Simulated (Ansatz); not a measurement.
## Be2S and its competing phases

Level of theory: DFT PBE, scalar-relativistic, plane waves, PAW in Ansatz. All cells share a 420 eV cutoff and Γ-centred k meshes spaced about 0.3 Å⁻¹ or finer (0.25 for metals, 2π included). No spin polarisation.

The zero of energy is the elements' standard structures at the same level; no fitted shifts are applied.

Temperature and zero-point effects are left out. No dispersion correction is applied, so the spacing and binding between layers, chains or molecules are poorly described (Be2S Pnma). The reference form of S is held partly by dispersion forces, which this level lacks.

The competitors are the elements and 1 reference phase of this chemical system (from databases or known types: BeS), relaxed at the same level; other known phases may be missing.

The candidate was reached from: a cell proposed by chemical analogy.

```cif
data_structure
_symmetry_space_group_name_H-M 'Pnma'
_symmetry_Int_Tables_number 62
_cell_length_a 3.3291
_cell_length_b 3.2379
_cell_length_c 16.7566
_cell_angle_alpha 90.000
_cell_angle_beta 90.000
_cell_angle_gamma 90.000
_cell_volume 180.62
loop_
_atom_site_label
_atom_site_type_symbol
_atom_site_symmetry_multiplicity
_atom_site_Wyckoff_symbol
_atom_site_fract_x
_atom_site_fract_y
_atom_site_fract_z
_atom_site_occupancy
Be1 Be 4 c 0.23485 0.75000 0.19093 1
Be2 Be 4 c 0.76514 0.75000 0.70308 1
S1 S 4 c 0.26515 0.25000 0.88164 1
```

Problem. Into what would it decompose?

Solution. Its formation energy is -0.337 eV/atom. The lowest competing mixture at this composition is this:

```
phase      space group   source  share of atoms  ΔE_f (eV/atom)
   Be                -  element          0.3333           0.000
  BeS  F-43m (No. 216)      COD          0.6667          -1.070
```

The mixture lies at -0.713 eV/atom, and the candidate lies 0.38 eV/atom above it. The candidate matches no cell in the subsets of the Crystallography Open Database and the Materials Project at hand. A phase this far over the hull is unlikely to be made.
